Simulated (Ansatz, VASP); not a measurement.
Two plane-wave programs on TiTe2 (series)

INCAR

```
SYSTEM = TiTe2
PREC = Accurate
ENCUT = 520
EDIFF = 1E-6
ISMEAR = 0
SIGMA = 0.1
LREAL = .False.
LASPH = .True.
NELM = 100
ALGO = Fast
ISIF = 2
LWAVE = .False.
LCHARG = .True.
GGA = PE
IVDW = 12
LELF = .True.
LVHAR = .True.
NBANDS = 19
```

The input KPOINTS:

```
Automatic mesh
0
Gamma
  12 12 6
  0 0 0
```

Contents of POSCAR:

```
TiTe2
1.0
    3.7770000000      0.0000000000      0.0000000000
   -1.8885000000      3.2709779501      0.0000000000
    0.0000000000      0.0000000000      6.4980000000
Ti Te
1 2
Direct
    0.0000000000      0.0000000000      0.0000000000
    0.6666666667      0.3333333333      0.2628000000
    0.3333333333      0.6666666667      0.7372000000
```

Input for Ansatz:

```yaml
crystal:
  lattice:
    - [3.777, 0.0, 0.0]
    - [-1.8885, 3.2709779501, 0.0]
    - [0.0, 0.0, 6.498]
  atoms:
    - { symbol: Ti, position: [0.0, 0.0, 0.0] }
    - { symbol: Te, position: [0.6666666667, 0.3333333333, 0.2628] }
    - { symbol: Te, position: [0.3333333333, 0.6666666667, 0.7372] }
basis:
  ecutwfc: 520
kpoints:
  mp_grid: { grid: [12, 12, 6] }
hamiltonian:
  xc: pbe
  dispersion: d3bj
scf:
  occupations: { method: gaussian, width: 0.1 }
output:
  forces: true
  stress: true
  eigenvalues: true
```

Alike in both runs: task single point; functional PBE; dispersion D3(BJ); k mesh 12 × 12 × 6; occupations gaussian, width 0.1 eV; no spin polarisation.

|  | VASP | Ansatz |
| --- | --- | --- |
| version | VASP 6.6.1 | Ansatz 0.2.0 |
| potentials or method | VASP PAW PBE potentials, release 64 (Ti_sv, Te) | scalar-relativistic, plane waves, PAW |
| plane-wave cutoff (eV) | 520 | 520 |
| valence electrons in the cell | 24 | 44 |

Ansatz gave:

```
gap on the k mesh at the Fermi level (eV)       : none
pressure (GPa)                                  : -2.0
largest component of the traceless stress (GPa) : 0.61
rms of the force components (eV/Å)              : 0.015
```

Q: Which values does VASP return?

A: gap on the k mesh at the Fermi level (eV): none; pressure (GPa): -2.0; largest component of the traceless stress (GPa): 0.62; rms of the force components (eV/Å): 0.020.

Atom by atom the forces differ by 0.005 eV/Å (rms over components). A gap of «none» marks a metal or a gap that the smearing closes. The functional is the same, so the differences come from potentials, cutoffs and numerics. The two sets of potentials don't hold the same shells in valence.

Spin-orbit coupling is left out, which matters for the levels of Te.
